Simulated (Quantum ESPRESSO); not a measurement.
# Li (Im-3m) in Quantum ESPRESSO: settings compared

Aim: see how the results for Li move with the level of theory and the settings. Levels: PBEsol, PBE, LDA. Tasks: phonons, energy-loss spectrum.

All numbers are computed with Quantum ESPRESSO 7.5; they aren't measurements. Logs are shortened: lines on timing, memory, paths and dates and some standing lists are left out, and cuts for length are marked.

## Step 1: The crystal as given

It takes space group Im-3m (No. 229, cubic). Conventional cell: a = 3.509 Å, b = 3.509 Å, c = 3.509 Å, α = 90.00°, β = 90.00°, γ = 90.00°. Around Li (site symmetry m-3m) lie 8 Li at 3.04 Å.

## Step 2: Phonons, PBEsol

The input, pw.in:

```
&CONTROL
  calculation = 'scf'
  prefix = 'pwscf'
  outdir = './tmp'
  pseudo_dir = './pseudo'
  tprnfor = .true.
  tstress = .true.
  disk_io = 'low'
/
&SYSTEM
  ibrav = 0
  nat = 1
  ntyp = 1
  ecutwfc = 45
  ecutrho = 360
  nbnd = 6
  occupations = 'smearing'
  smearing = 'mp'
  degauss = 0.01469973
/
&ELECTRONS
  conv_thr = 2d-10
  electron_maxstep = 120
  mixing_beta = 0.5
/
ATOMIC_SPECIES
Li     6.9400 li_pbesol_v1.4.uspp.F.UPF
CELL_PARAMETERS angstrom
  -1.7546500000    1.7546500000    1.7546500000
   1.7546500000   -1.7546500000    1.7546500000
   1.7546500000    1.7546500000   -1.7546500000
ATOMIC_POSITIONS crystal
Li     0.0000000000    0.0000000000    0.0000000000
K_POINTS automatic
11 11 11 0 0 0
```

The input, relax.in:

```
&CONTROL
  calculation = 'vc-relax'
  prefix = 'pwscf'
  outdir = './tmp'
  pseudo_dir = './pseudo'
  tprnfor = .true.
  tstress = .true.
  disk_io = 'low'
  nstep = 40
  forc_conv_thr = 0.0001
  etot_conv_thr = 1d-06
/
&SYSTEM
  ibrav = 0
  nat = 1
  ntyp = 1
  ecutwfc = 45
  ecutrho = 360
  nbnd = 6
  occupations = 'smearing'
  smearing = 'mp'
  degauss = 0.01469973
/
&ELECTRONS
  conv_thr = 2d-10
  electron_maxstep = 120
  mixing_beta = 0.5
/
&IONS
  ion_dynamics = 'bfgs'
/
&CELL
  cell_dynamics = 'bfgs'
  press = 0
  press_conv_thr = 0.2
/
ATOMIC_SPECIES
Li     6.9400 li_pbesol_v1.4.uspp.F.UPF
CELL_PARAMETERS angstrom
  -1.7546500000    1.7546500000    1.7546500000
   1.7546500000   -1.7546500000    1.7546500000
   1.7546500000    1.7546500000   -1.7546500000
ATOMIC_POSITIONS crystal
Li     0.0000000000    0.0000000000    0.0000000000
K_POINTS automatic
11 11 11 0 0 0
```

The input, scf2.in:

```
&CONTROL
  calculation = 'scf'
  prefix = 'pwscf'
  outdir = './tmp'
  pseudo_dir = './pseudo'
  tprnfor = .true.
  tstress = .true.
  disk_io = 'low'
/
&SYSTEM
  ibrav = 0
  nat = 1
  ntyp = 1
  ecutwfc = 45
  ecutrho = 360
  nbnd = 6
  occupations = 'smearing'
  smearing = 'mp'
  degauss = 0.01469973
/
&ELECTRONS
  conv_thr = 1d-13
  electron_maxstep = 120
  mixing_beta = 0.5
  startingpot = 'file'
  startingwfc = 'file'
/
ATOMIC_SPECIES
Li     6.9400 li_pbesol_v1.4.uspp.F.UPF
CELL_PARAMETERS angstrom
  -1.7162206128    1.7162206128    1.7162206128
   1.7162206128   -1.7162206128    1.7162206128
   1.7162206128    1.7162206128   -1.7162206128
ATOMIC_POSITIONS crystal
Li     0.0000000000    0.0000000000    0.0000000000
K_POINTS automatic
11 11 11 0 0 0
```

The input, ph.in:

```
phonons of Li
&INPUTPH
  prefix = 'pwscf'
  outdir = './tmp'
  tr2_ph = 1d-16
  fildyn = 'dyn'
  niter_ph = 60
  alpha_mix(1) = 0.4
/
-0.0000000000 0.8660254038 -0.0000000000
```

Potentials or basis: GBRV 1.5 PBEsol.

Run with:

```bash
> OMP_NUM_THREADS=1 pw.x -in pw.in > pw.out
> OMP_NUM_THREADS=1 pw.x -in relax.in > relax.out
> OMP_NUM_THREADS=1 pw.x -in scf2.in > scf2.out
> OMP_NUM_THREADS=1 ph.x -in ph.in > ph.out
```

pw.out:

```text
This program is part of the open-source Quantum ESPRESSO suite
     for quantum simulation of materials; please cite
[... 9 lines left out ...]
     --------------------
     sticks:   dense  smooth     PW     G-vecs:    dense   smooth      PW
     Sum         889     451    151                16757     5979    1157

     Using Slab Decomposition

     bravais-lattice index     =            0
     lattice parameter (alat)  =       5.7431  a.u.
     unit-cell volume          =     145.8237 (a.u.)^3
     number of atoms/cell      =            1
     number of atomic types    =            1
     number of electrons       =         3.00
     number of Kohn-Sham states=            6
     kinetic-energy cutoff     =      45.0000  Ry
     charge density cutoff     =     360.0000  Ry
     scf convergence threshold =      2.0E-10
     mixing beta               =       0.5000
     number of iterations used =            8  plain     mixing
     Exchange-correlation= SLA  PW   PSX  PSC
                           (   1   4  10   8   0   0   0)

     celldm(1)=   5.743148  celldm(2)=   0.000000  celldm(3)=   0.000000
     celldm(4)=   0.000000  celldm(5)=   0.000000  celldm(6)=   0.000000

     crystal axes: (cart. coord. in units of alat)
               a(1) = (  -0.577350   0.577350   0.577350 )
               a(2) = (   0.577350  -0.577350   0.577350 )
               a(3) = (   0.577350   0.577350  -0.577350 )

     reciprocal axes: (cart. coord. in units 2 pi/alat)
               b(1) = ( -0.000000  0.866025  0.866025 )
               b(2) = (  0.866025 -0.000000  0.866025 )
               b(3) = (  0.866025  0.866025  0.000000 )

     PseudoPot. # 1 for Li read from file:
     li_pbesol_v1.4.uspp.F.UPF
     Pseudo is Ultrasoft, Zval =  3.0
     Generated by new atomic code, or converted to UPF format
     Using radial grid of  751 points,  5 beta functions with:
                l(1) =   0
                l(2) =   0
                l(3) =   0
                l(4) =   1
                l(5) =   1
     Q(r) pseudized with 10 coefficients,  rinner =    1.150   1.150   1.150

     atomic species   valence    mass     pseudopotential
     Li                3.00     6.94000     Li( 1.00)

     48 Sym. Ops., with inversion, found

   Cartesian axes

     site n.     atom                  positions (alat units)
         1        Li     tau(   1) = (   0.0000000   0.0000000   0.0000000  )

     number of k points=    56  Methfessel-Paxton smearing, width (Ry)=  0.0147
                       cart. coord. in units 2pi/alat
        k(    1) = (   0.0000000   0.0000000   0.0000000), wk =   0.0015026
        k(    2) = (   0.0787296   0.0787296   0.0000000), wk =   0.0180316
        k(    3) = (   0.1574592   0.1574592   0.0000000), wk =   0.0180316
        k(    4) = (   0.2361887   0.2361887   0.0000000), wk =   0.0180316
        k(    5) = (   0.3149183   0.3149183   0.0000000), wk =   0.0180316
        k(    6) = (   0.3936479   0.3936479   0.0000000), wk =   0.0180316
[... 48 lines left out ...]
        k(   55) = (  -0.7872958  -0.0787296  -0.0787296), wk =   0.0120210
        k(   56) = (  -0.0000000  -0.0000000   0.7872958), wk =   0.0090158

     Dense  grid:    16757 G-vectors     FFT dimensions: (  36,  36,  36)

     Smooth grid:     5979 G-vectors     FFT dimensions: (  25,  25,  25)

     Initial potential from superposition of free atoms

     starting charge       2.5492, renormalised to       3.0000
     Starting wfcs are    5 randomized atomic wfcs +    1 random wfcs

     Self-consistent Calculation

     iteration #  1     ecut=    45.00 Ry     beta= 0.50
     Davidson diagonalization with overlap
     ethr =  1.00E-02,  avg # of iterations =  6.3

     total energy              =     -14.38711642 Ry
     estimated scf accuracy    <       0.16314597 Ry

     iteration #  2     ecut=    45.00 Ry     beta= 0.50
     Davidson diagonalization with overlap
     ethr =  5.44E-03,  avg # of iterations =  1.0

     total energy              =     -14.36629214 Ry
     estimated scf accuracy    <       0.03187243 Ry

     iteration #  3     ecut=    45.00 Ry     beta= 0.50
     Davidson diagonalization with overlap
     ethr =  1.06E-03,  avg # of iterations =  1.3

     total energy              =     -14.36955645 Ry
     estimated scf accuracy    <       0.00009984 Ry

     iteration #  4     ecut=    45.00 Ry     beta= 0.50
     Davidson diagonalization with overlap
     c_bands:  1 eigenvalues not converged
     c_bands:  1 eigenvalues not converged
     c_bands:  1 eigenvalues not converged
     c_bands:  1 eigenvalues not converged
     ethr =  3.33E-06,  avg # of iterations =  9.6

     total energy              =     -14.36999428 Ry
     estimated scf accuracy    <       0.00000343 Ry

     iteration #  5     ecut=    45.00 Ry     beta= 0.50
     Davidson diagonalization with overlap
     ethr =  1.14E-07,  avg # of iterations =  2.3

     total energy              =     -14.36999627 Ry
     estimated scf accuracy    <       0.00000010 Ry

     iteration #  6     ecut=    45.00 Ry     beta= 0.50
     Davidson diagonalization with overlap
     ethr =  3.41E-09,  avg # of iterations =  2.7

     total energy              =     -14.36999634 Ry
     estimated scf accuracy    <       0.00000003 Ry

     iteration #  7     ecut=    45.00 Ry     beta= 0.50
     Davidson diagonalization with overlap
     ethr =  1.01E-09,  avg # of iterations =  1.0

     total energy              =     -14.36999634 Ry
     estimated scf accuracy    <          2.2E-10 Ry

     iteration #  8     ecut=    45.00 Ry     beta= 0.50
     Davidson diagonalization with overlap
     ethr =  7.42E-12,  avg # of iterations =  2.2

     End of self-consistent calculation

          k = 0.0000 0.0000 0.0000 (   767 PWs)   bands (ev):

   -45.3198  -2.7319  14.7771  14.7771  14.7771  19.3302

          k = 0.0787 0.0787 0.0000 (   726 PWs)   bands (ev):

   -45.3185  -2.5790  13.7403  14.0840  14.5169  17.6912

          k = 0.1575 0.1575 0.0000 (   730 PWs)   bands (ev):

   -45.3152  -2.1203  11.1713  12.8860  13.8469  16.2864

          k = 0.2362 0.2362 0.0000 (   742 PWs)   bands (ev):

   -45.3108  -1.3590   8.4025  11.8438  13.0827  15.0892

          k = 0.3149 0.3149 0.0000 (   752 PWs)   bands (ev):

   -45.3068  -0.3252   5.9465  11.1155  12.4829  14.2878

          k = 0.3936 0.3936 0.0000 (   750 PWs)   bands (ev):

   -45.3044   0.7692   4.1258  10.7448  12.1631  13.8866

          k = 0.1575 0.0787 0.0787 (   731 PWs)   bands (ev):

   -45.3162  -2.2731  12.5008  12.5895  13.7179  17.0184

          k = 0.2362 0.1575 0.0787 (   735 PWs)   bands (ev):

   -45.3124  -1.6611   9.8034  11.4470  12.7726  16.6835

          k = 0.3149 0.2362 0.0787 (   748 PWs)   bands (ev):

   -45.3082  -0.7527   7.1722  10.5942  11.9789  16.0504

          k = 0.3936 0.3149 0.0787 (   746 PWs)   bands (ev):

   -45.3050   0.3790   4.9666  10.0675  11.4699  15.5860

          k = 0.4724 0.3936 0.0787 (   746 PWs)   bands (ev):

   -45.3038   1.1580   3.8249   9.8899  11.2961  15.4226

          k = 0.3149 0.1575 0.1575 (   737 PWs)   bands (ev):

   -45.3087  -0.8956   8.2113   9.4533  11.9528  16.9254

          k = 0.3936 0.2362 0.1575 (   742 PWs)   bands (ev):

   -45.3053   0.1566   6.0472   8.5088  11.3830  17.0698

          k = 0.4724 0.3149 0.1575 (   746 PWs)   bands (ev):

   -45.3033   1.3237   4.2205   8.1132  11.0849  17.0433

          k = 0.4724 0.2362 0.2362 (   742 PWs)   bands (ev):

   -45.3031   1.3391   4.7162   7.1454  11.0469  17.8966

          k = 0.5511 0.3149 0.2362 (   741 PWs)   bands (ev):

   -45.3023   2.3482   3.5837   6.7543  10.9321  18.2704

          k = 0.1575 0.1575 0.1575 (   739 PWs)   bands (ev):

   -45.3133  -1.8147  11.2314  11.2314  11.6808  17.6667

          k = 0.2362 0.2362 0.1575 (   737 PWs)   bands (ev):

   -45.3096  -1.0509   8.5246  10.1586  10.8323  17.9223

          k = 0.3149 0.3149 0.1575 (   743 PWs)   bands (ev):

   -45.3061  -0.0040   6.0734   9.4159  10.2650  17.7613

          k = 0.3936 0.3936 0.1575 (   744 PWs)   bands (ev):

   -45.3040   1.1408   4.2101   9.0391   9.9758  17.5624

          k =-0.0000-0.0000 0.1575 (   735 PWs)   bands (ev):

   -45.3173  -2.4256  13.2920  13.2920  14.1546  16.4036

          k = 0.3149 0.2362 0.2362 (   746 PWs)   bands (ev):

   -45.3065  -0.1358   7.0765   8.2289  10.1238  19.0020

          k = 0.3936 0.3149 0.2362 (   746 PWs)   bands (ev):

   -45.3041   1.0421   5.1056   7.4367   9.7373  19.4078

          k = 0.4724 0.3936 0.2362 (   744 PWs)   bands (ev):

   -45.3033   1.9545   3.8739   7.2186   9.6092  19.4536

          k = 0.0000-0.0787 0.2362 (   734 PWs)   bands (ev):

   -45.3141  -1.9648  11.1611  12.0127  13.6644  15.3699

          k = 0.4724 0.3149 0.3149 (   741 PWs)   bands (ev):

   -45.3030   2.3262   3.9363   6.2978   9.5099  20.5428

          k =-0.0000-0.1575 0.3149 (   740 PWs)   bands (ev):

   -45.3098  -1.1996   8.4787  10.9326  12.9915  15.4847

          k = 0.0787-0.0787 0.3149 (   736 PWs)   bands (ev):

   -45.3104  -1.3479   9.6321  10.2709  13.2896  14.5635

          k =-0.0000-0.2362 0.3936 (   750 PWs)   bands (ev):

   -45.3058  -0.1577   6.0412  10.1860  12.4252  15.6101

          k = 0.0787-0.1575 0.3936 (   745 PWs)   bands (ev):

   -45.3064  -0.4300   7.2861   9.2467  12.7636  14.7860

          k =-0.0000-0.3149 0.4724 (   748 PWs)   bands (ev):

   -45.3035   0.9571   4.2092   9.8076  12.1205  15.2186

          k = 0.0787-0.2362 0.4724 (   742 PWs)   bands (ev):

   -45.3033   0.7255   5.1221   8.6922  12.3223  15.3439

          k = 0.1575-0.1575 0.4724 (   747 PWs)   bands (ev):

   -45.3033   0.6337   5.8696   7.7490  12.6343  14.8775

          k =-0.7873-0.3149-0.3149 (   744 PWs)   bands (ev):

   -45.3022   1.5523   3.9483   8.5085  12.1640  15.5866

          k =-0.7086-0.2362-0.3149 (   744 PWs)   bands (ev):

   -45.3014   1.8622   4.2490   7.1538  12.4622  15.5092

          k =-0.6298-0.2362-0.2362 (   739 PWs)   bands (ev):

   -45.3007   3.1318   3.1318   6.5442  12.5095  16.4727

          k = 0.3149 0.3149 0.3149 (   748 PWs)   bands (ev):

   -45.3045   0.9294   6.3057   6.3057   9.2643  20.7008

          k = 0.3936 0.3936 0.3149 (   746 PWs)   bands (ev):

   -45.3033   2.2125   4.4389   5.9175   8.9605  21.4741

          k = 0.0000 0.0000 0.3149 (   727 PWs)   bands (ev):

   -45.3110  -1.4978  10.6765  10.6765  13.1779  13.2746

          k = 0.4724 0.3936 0.3936 (   748 PWs)   bands (ev):

   -45.3029   3.5442   3.5442   5.0645   8.7669  22.3453

          k =-0.0000-0.0787 0.3936 (   741 PWs)   bands (ev):

   -45.3070  -0.7212   8.6620   9.5717  12.4661  13.2566

          k =-0.0000-0.1575 0.4724 (   745 PWs)   bands (ev):

   -45.3033   0.3430   6.3314   8.8135  12.0799  13.9943

          k = 0.0787-0.0787 0.4724 (   734 PWs)   bands (ev):

   -45.3034   0.2135   7.3320   8.2371  12.2676  12.9625

          k =-0.0000-0.2362 0.5511 (   745 PWs)   bands (ev):

   -45.3012   1.5169   4.4764   8.4302  11.8575  15.0446

          k = 0.0787-0.1575 0.5511 (   749 PWs)   bands (ev):

   -45.3006   1.4099   5.4331   7.5464  12.2533  13.5746

          k =-0.7873-0.2362-0.2362 (   748 PWs)   bands (ev):

   -45.2995   2.3374   4.2122   7.3460  12.1733  14.5262

          k =-0.7086-0.1575-0.2362 (   753 PWs)   bands (ev):

   -45.2989   2.7010   4.2925   6.6101  13.3103  13.3546

          k =-0.0000-0.0000 0.4724 (   739 PWs)   bands (ev):

   -45.3034   0.0742   8.4562   8.4562  10.7578  12.7705

          k =-0.0000-0.0787 0.5511 (   746 PWs)   bands (ev):

   -45.3001   1.1706   6.7875   7.6929  10.6444  12.7898

          k =-0.0000-0.1575 0.6298 (   745 PWs)   bands (ev):

   -45.2981   2.4342   4.9635   7.3075  10.9620  13.4517

          k = 0.0787-0.0787 0.6298 (   747 PWs)   bands (ev):

   -45.2976   2.4099   5.7707   6.8115  10.6952  12.6327

          k =-0.7873-0.1575-0.1575 (   744 PWs)   bands (ev):

   -45.2966   3.5008   4.6071   6.5231  11.1653  12.5772

          k =-0.0000-0.0000 0.6298 (   735 PWs)   bands (ev):

   -45.2971   2.3086   6.9272   6.9272   9.1441  12.2042

          k =-0.0000-0.0787 0.7086 (   732 PWs)   bands (ev):

   -45.2953   3.6702   5.6691   6.5408   9.4426  11.3342

          k =-0.7873-0.0787-0.0787 (   739 PWs)   bands (ev):

   -45.2944   4.9849   4.9849   6.1496   9.9033   9.9033

          k =-0.0000-0.0000 0.7873 (   747 PWs)   bands (ev):

   -45.2936   5.0995   6.1540   6.1540   8.3372   9.3215

     the Fermi energy is     0.7803 ev

!    total energy              =     -14.36999634 Ry
     estimated scf accuracy    <          5.2E-12 Ry
     smearing contrib. (-TS)   =       0.00000105 Ry
     internal energy E=F+TS    =     -14.36999739 Ry

     The total energy is F=E-TS. E is the sum of the following terms:
     one-electron contribution =      -9.85518227 Ry
     hartree contribution      =       3.69084480 Ry
     xc contribution           =      -3.26672775 Ry
     ewald contribution        =      -4.93893217 Ry

     convergence has been achieved in   8 iterations

     Forces acting on atoms (cartesian axes, Ry/au):

     atom    1 type  1   force =     0.00000000    0.00000000    0.00000000

     Total force =     0.000000     Total SCF correction =     0.000000

     Computing stress (Cartesian axis) and pressure

          total   stress  (Ry/bohr**3)                   (kbar)     P=       -8.18
  -0.00005563   0.00000000   0.00000000           -8.18        0.00        0.00
   0.00000000  -0.00005563   0.00000000            0.00       -8.18        0.00
   0.00000000   0.00000000  -0.00005563            0.00        0.00       -8.18

=------------------------------------------------------------------------------=
   JOB DONE.
=------------------------------------------------------------------------------=
```

Run time: 34 s. Hardware: 1 thread of Arm Neoverse V1, shared host; peak memory 0.09 GiB.

Results:

```yaml
Free_energy: -195.5174 eV
Relaxed_volume: 20.22 Å³/atom
Relaxed_cell: a = 2.973 Å, b = 2.973 Å, c = 2.973 Å, α = 109.47°, β = 109.47°, γ = 109.47°
Space_group_after_relaxing_to_0.05_Å: Im-3m (No. 229)
Pressure_after_relaxing: 0.0 GPa
Band_gap_on_the_k_mesh: none (metal or under the smearing width)
Highest_phonon_frequency_at_the_q_point_run: 348 cm⁻¹
```

The path:
| step | energy change (eV) | largest force (eV/Å) | pressure (GPa) | volume (Å³) |
| --- | --- | --- | --- | --- |
| 1 | 0.0000 | 0.0000 | -0.82 | 21.61 |
| 2 | -0.0004 | 0.0000 | -0.77 | 21.52 |
| 3 | -0.0011 | 0.0000 | -0.70 | 21.38 |
| 4 | -0.0019 | 0.0000 | -0.59 | 21.18 |
| 5 | -0.0028 | 0.0000 | -0.42 | 20.88 |
| 6 | -0.0036 | 0.0000 | -0.15 | 20.44 |
| 7 | -0.0037 | 0.0000 | 0.01 | 20.21 |
| 8 | -0.0037 | 0.0000 | 0.00 | 20.22 |

Final structure:
```
CELL_PARAMETERS angstrom
-1.71622 1.71622 1.71622
1.71622 -1.71622 1.71622
1.71622 1.71622 -1.71622
ATOMIC_POSITIONS crystal
Li 0.00000 0.00000 0.00000
```

Levels at points of the mesh, in eV from the Fermi level:
```tsv
k point	band 1	band 2	band 3	band 4	band 5	band 6
(0.00, 0.00, 0.00)	-45.99	-3.60	14.68	14.68	14.68	19.37
```

Phonon frequencies in cm⁻¹ (negative: imaginary):
```tsv
q point	frequencies
(0.500, -0.500, 0.500)	348 348 348
```

Phonon modes at q = (0.500, -0.500, 0.500) in reciprocal lattice units:
```tsv
mode	symmetry	cm⁻¹
1	T_1u	348
2	T_1u	348
3	T_1u	348
```

Caveat: the q point doesn't lie on the k mesh, which can shift a metal's frequencies strongly unless the mesh is converged.

(Continued in part 2 of 3.)
